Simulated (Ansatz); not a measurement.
Base system: PbF2 in the fluorite structure (space group Fm-3m, No. 225; a = 5.8986 Å).

Modification: every lattice vector is stretched by 0.80 %; the atoms relax in the strained cell.

Levels (all Ansatz, a quantum-chemistry and plane-wave program, PAW): PBEsol (420 eV, no spin-orbit coupling); r2SCAN (500 eV, no spin-orbit coupling); HSE06 (420 eV, without spin-orbit coupling).

At the geometry relaxed with PBEsol, these levels gave the following band gaps, in shuffled order: (a) 4.31 eV, (b) 4.93 eV, (c) 5.74 eV.

Match each gap to its level.

(a) PBEsol; (b) r2SCAN; (c) HSE06.

Single points use the geometry relaxed with PBEsol. HSE06 gaps are upper bounds (no full band path). With Pb present, leaving out spin-orbit coupling can change the band edges. Whether these cells are dynamically stable was not tested.
